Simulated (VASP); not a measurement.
The system is CoO.

```
CELL_PARAMETERS angstrom
3.11642 0.00000 0.00000
-1.55821 2.69890 0.00000
0.00000 0.00000 4.99281
ATOMIC_POSITIONS crystal
Co 0.33333 0.66667 0.50000
Co 0.66667 0.33333 0.00000
O 0.66667 0.33333 0.37901
O 0.33333 0.66667 0.87901
```

The cell was built by a generator and needn't be a form met in nature.

```yaml
Program: VASP 6.6.1
Task: relaxation of cell and atoms
Functional: PBE
Potentials_or_basis: VASP PAW PBE potentials, release 64 (Co, O)
Cutoff: 600 eV
k_mesh: 12 × 12 × 6
Occupations: gaussian, width 0.03 eV
Spin: collinear spin, ferromagnetic start
Starting_moments: "[3.0, 3.0, 0.0, 0.0] μB"
Hubbard_terms: Co d U = 3.32 eV
```

At the start: pressure 28.7 GPa; volume 10.50 Å³/atom.

Task: Where does the relaxation end?

Result: Over 13 steps the energy falls by 141.8 meV/atom and the volume is 12.30 Å³/atom (+17.2 %); space group P6_3mc (No. 186, to 0.05 Å); moment 6.00 μB per cell.

The path:
```
step  energy change (eV)  largest force (eV/Å)  pressure (GPa)  volume (Å³)
   1              0.0000                0.1762           28.72        41.99
   2             -0.3744                0.0454          -10.67        54.50
   3             -0.5662                0.0006           -0.02        49.24
   4             -0.5660                0.0024            0.40        49.08
   5             -0.5664                0.0291            0.35        49.09
   6             -0.5664                0.0454            0.34        49.10
   7             -0.5668                0.0242           -0.03        49.23
   8             -0.5668                0.0181           -0.13        49.27
   9             -0.5668                0.0164           -0.20        49.28
  10             -0.5668                0.0179           -0.13        49.28
  11             -0.5669                0.0079           -0.06        49.25
  12             -0.5670                0.0080            0.06        49.20
  13             -0.5670                0.0013            0.06        49.20
```

Final structure:
```
Co O
1.0
     3.29342    0.00000    0.00000
    -1.64671    2.85218    0.00000
     0.00000    0.00000    5.23740
Co O
2 2
Cartesian
  0.0000 1.9015 2.6081
  1.6467 0.9507 5.2268
  1.6467 0.9507 1.9956
  0.0000 1.9015 4.6143
```

Caveat: the volume moved by over 15 % at a fixed basis, so the end points are rough.
